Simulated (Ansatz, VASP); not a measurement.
## One calculation of MgO (Periclase), two programs

File INCAR:

```
  ALGO = Normal
  EDIFF = 1E-7
  ENCUT = 520
  GGA = PE
  ISIF = 2
  ISMEAR = 0
  LASPH = T
  LCHARG = F
  LREAL = F
  LWAVE = F
  NBANDS = 11
  NELM = 60
  PREC = Accurate
  SIGMA = 0.02
```

File KPOINTS:

```
k-points
0
Gamma
  10 10 10
```

The input POSCAR:

```
MgO
1.0
    0.0000000000      2.1685658376      2.1685658376
    2.1685658376      0.0000000000      2.1685658376
    2.1685658376      2.1685658376      0.0000000000
Mg O
1 1
Direct
    0.0000000000      0.0000000000      0.0000000000
    0.5000000000      0.5000000000      0.5000000000
```

Input for Ansatz:

```yaml
crystal:
  lattice:
    - [0.0, 2.1685658376, 2.1685658376]
    - [2.1685658376, 0.0, 2.1685658376]
    - [2.1685658376, 2.1685658376, 0.0]
  atoms:
    - { symbol: Mg, position: [0.0, 0.0, 0.0] }
    - { symbol: O, position: [0.5, 0.5, 0.5] }
basis:
  ecutwfc: 420
kpoints:
  mp_grid: { grid: [10, 10, 10] }
hamiltonian:
  xc: pbe
scf:
  occupations: { method: gaussian, width: 0.02 }
output:
  forces: true
  stress: true
  eigenvalues: true
```

Alike in both runs: task single point; functional PBE; k mesh 10 × 10 × 10; occupations gaussian, width 0.02 eV; no spin polarisation.

|  | VASP | Ansatz |
| --- | --- | --- |
| version | VASP 6.6.1 | Ansatz 0.2.0 |
| potentials or method | VASP PAW PBE potentials, release 64 (Mg, O) | scalar-relativistic, plane waves, PAW |
| plane-wave cutoff (eV) | 520 | 420 |
| valence electrons in the cell | 8 | 16 |

VASP gave:

| Item | Value |
| --- | --- |
| gap on the k mesh at the Fermi level (eV) | 3.92 |
| least direct gap on the mesh (eV) | 3.92 |
| pressure (GPa) | -8.4 |

Task: Which values does Ansatz return?

Result: gap on the k mesh at the Fermi level (eV): 3.94; least direct gap on the mesh (eV): 3.94; pressure (GPa): -7.7.

The functional is the same, so the differences come from potentials, cutoffs and numerics. The two sets of potentials don't hold the same shells in valence.

Expect the measured gap to be larger: semilocal functionals such as PBE lack the derivative discontinuity.
